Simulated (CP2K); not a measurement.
Crystal: Pd.

```
CELL_PARAMETERS angstrom
2.75277 0.00000 0.00000
1.37638 2.38397 0.00000
1.37638 0.79466 2.24762
ATOMIC_POSITIONS crystal
Pd 0.00000 0.00000 0.00000
```

Base run:

```yaml
Program: CP2K 2026.2
Functional: PBEsol
Potentials_or_basis: POTENTIAL_UZH Pd GTH-PBE-q18; TZVP-MOLOPT-PBE-GTH basis
Density_cutoff: 10204 eV
k_mesh: 12 × 12 × 12
Occupations: fermi-dirac, width 0.05 eV
Spin: no spin polarisation
```

Its results: band gap on the k mesh none (metal or under the smearing width); pressure -1.0 GPa.

Question: The run is repeated on the same cell with these changes: functional from PBEsol to vdW-DF2. What comes out?

Answer: Band gap on the k mesh none (metal or under the smearing width); pressure 27.5 GPa.

Caveats: the potentials were made for another functional, which shifts forces and pressure; the basis of atomic orbitals isn't converged, which shifts pressures, moduli and gaps.
